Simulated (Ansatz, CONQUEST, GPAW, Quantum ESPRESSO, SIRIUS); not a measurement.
Cost and result for the bulk modulus of KBr

```
Br K
1.0
     0.00000    3.30000    3.30000
     3.30000    0.00000    3.30000
     3.30000    3.30000    0.00000
Br K
1 1
Direct
  0.50000 0.50000 0.50000
  0.00000 0.00000 0.00000
```

```csv
rung,level,program and potentials,cutoff (eV),k mesh,smearing,core time,chip,bulk modulus (GPa),notes
GGA,PBE,"Ansatz, Ansatz PAW (earlier soft set)",420,7 × 7 × 7,fermi-dirac 0.05,6.8 s,Intel Xeon,13.5,-
GGA + dispersion,PBE+D3(BJ),"GPAW, GPAW PAW data sets (gpaw-data 1.2.1)",600,6 × 6 × 6,fermi-dirac 0.05,70 s,Intel Xeon Platinum 8375C Ice Lake,16.0,-
GGA + dispersion,PBEsol+D3(zero damping),"GPAW, PAW data sets generated for this functional",600,6 × 6 × 6,fermi-dirac 0.05,76 s,Intel Xeon Platinum 8375C Ice Lake,15.0,-
GGA + dispersion,AM05+D4,"GPAW, PAW data sets generated for this functional",600,6 × 6 × 6,fermi-dirac 0.05,85 s,Arm Neoverse V2,13.8,-
GGA + dispersion,PBE+D3(BJ),"Quantum ESPRESSO, PseudoDojo 0.4.1 SR PBE standard",1007,7 × 7 × 7,fermi-dirac 0.05,3.4 min,Arm Neoverse V1,15.8,-
GGA,PBEsol,"SIRIUS, all-electron FP-LAPW, apw+lo standard",-,7 × 7 × 7,fermi-dirac 0.05,5.2 min,Arm Neoverse V2,15.2,-
GGA,PBE,"SIRIUS, PseudoDojo 0.4.1 PBE standard (scalar relativistic)",1030,7 × 7 × 7,fermi-dirac 0.05,5.4 min,Arm Neoverse V1,13.5,-
non-local van der Waals functional,rev-vdW-DF2,"Quantum ESPRESSO, PseudoDojo 0.4.1 SR PBE standard",1007,7 × 7 × 7,fermi-dirac 0.05,10 min,Arm Neoverse V1,15.9,potentials made for PBE
GGA,PBE,"CONQUEST, PseudoDojo NC PBE, SZP, grid of 48 × 48 × 64 points",-,6 × 6 × 4,fermi-dirac 0.05,12 min,Intel Xeon Platinum 8259CL Skylake/Cascade Lake,14.3,atomic basis; cell of 4 atoms
```

Times are single runs on shared hosts and different chips, so they are rough; meshes, cutoffs and the tasks' sizes weigh on the time. Task: equation of state. All rows: no spin polarisation. Smearing widths are in eV. The cell comes from a database and isn't always the measured one. Meshes differ between rows, which moves values too. Meshes are those of the run's cell of 2 atoms unless a note names another. Runs on faulty files, with rough fits or with known faults for this quantity aren't shown. No row holds spin-orbit coupling.

By rung: GGA 13.5 to 15.2; GGA + dispersion 13.8 to 16.0; non-local van der Waals functional 15.9; GGA in atomic bases 14.3 (GPa).
